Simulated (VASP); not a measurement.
**HgSe: single point with PBEsol**

HgSe:

```
Hg Se
1.0
     0.00000    3.03900    3.03900
     3.03900    0.00000    3.03900
     3.03900    3.03900    0.00000
Hg Se
1 1
Direct
  0.00000 0.00000 0.00000
  0.75000 0.75000 0.75000
```

| Item | Value |
| --- | --- |
| Program | VASP 6.6.1 |
| Task | single point |
| Functional | PBEsol |
| Potentials or basis | VASP PAW PBE potentials, release 64 (Hg, Se) |
| Cutoff | 520 eV |
| k mesh | 6 × 6 × 6 |
| Occupations | fermi-dirac, width 0.1 eV |
| Spin | non-collinear spin, zero start, spin-orbit coupling |
| Starting moments | [[0.0, 0.0, 0.0], [0.0, 0.0, 0.0]] μB |

```
Pressure                                              : 1.5 GPa
Net moment                                            : 0.00 μB per cell
Valence electrons inside the program's atomic spheres : Hg 10.53; Se 3.79
```

Moments on the atoms (μB; x, y, z):
```
Hg  0.00 0.00 0.00
Se  0.00 0.00 0.00
```

Run time: 49 s on 1 thread of AMD EPYC 9R45 (Zen 5), with other jobs on the host, peak memory 0.3 GiB.

Caveat: the PAW data sets were made with another functional, which shifts forces and pressure a little.
